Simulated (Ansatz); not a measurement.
**HfO2 (Fm-3m), random displacements**

These are results of DFT r2SCAN, scalar-relativistic, plane waves, PAW (Ansatz), not measurements. Cutoff 500 eV, Γ-centred 6×6×6 k-points, Gaussian smearing of 0.05 eV. Spin–orbit coupling is left out, which matters for the heavy elements here. No spin polarisation. Energies are free energies at this smearing, counted from the undisturbed cell; pressure is positive in compression.

Reference structure (as given, not relaxed at this level; this fluorite-type form isn't the usual structure):

```yaml
crystal:
  lattice:
    - [5.11500, 0.00000, 0.00000]
    - [0.00000, -5.11500, 0.00000]
    - [0.00000, 0.00000, -5.11500]
  atoms:
    - { symbol: Hf, position: [0.00000, 0.50000, 0.50000] }
    - { symbol: Hf, position: [0.50000, 0.00000, 0.50000] }
    - { symbol: Hf, position: [0.50000, 0.50000, 0.00000] }
    - { symbol: Hf, position: [0.00000, 0.00000, 0.00000] }
    - { symbol: O, position: [0.25000, 0.25000, 0.25000] }
    - { symbol: O, position: [0.75000, 0.75000, 0.25000] }
    - { symbol: O, position: [0.75000, 0.25000, 0.75000] }
    - { symbol: O, position: [0.25000, 0.75000, 0.75000] }
    - { symbol: O, position: [0.75000, 0.75000, 0.75000] }
    - { symbol: O, position: [0.25000, 0.25000, 0.75000] }
    - { symbol: O, position: [0.25000, 0.75000, 0.25000] }
    - { symbol: O, position: [0.75000, 0.25000, 0.25000] }
```

After a displacement of all atoms with no net shift, the run gives ΔE = 64.4 meV/atom; stress (xx, yy, zz, yz, xz, xy; compression positive) (-5.91, -4.92, -5.53, 0.62, -2.37, -0.72) GPa; gap on the mesh 3.73 eV.

```csv
atom,Fx (eV/Å),Fy,Fz
Hf1,0.626,-0.183,-1.033
Hf2,0.481,0.689,-0.641
Hf3,0.503,-0.145,0.402
Hf4,-0.583,0.374,1.063
O5,1.901,-0.230,-2.137
O6,-0.849,-0.791,0.166
O7,-1.031,0.031,0.603
O8,0.632,-2.288,0.316
O9,-0.783,-0.142,0.318
O10,0.511,2.066,1.892
O11,0.539,-0.159,-0.736
O12,-1.948,0.777,-0.213
```

Q: Which displacements (Å, in the unstrained cell) and strain were applied?

A:
```
atom ux uy uz
 Hf1  -0.10  -0.04   0.01
 Hf2  -0.04  -0.11   0.04
 Hf3  -0.05  -0.02   0.04
 Hf4   0.02   0.02  -0.05
  O5  -0.03   0.04   0.14
  O6   0.02   0.02  -0.03
  O7   0.04   0.02  -0.06
  O8  -0.01   0.13   0.00
  O9   0.04   0.02  -0.03
 O10   0.00  -0.08  -0.04
 O11  -0.02   0.02   0.03
 O12   0.12  -0.01  -0.05
```
The cell is not strained.

Cost: 1 run of about 8.2 core-minutes, on Intel Xeon Processor @ 2.50GHz (Skylake/Cascade Lake) (shared hosts).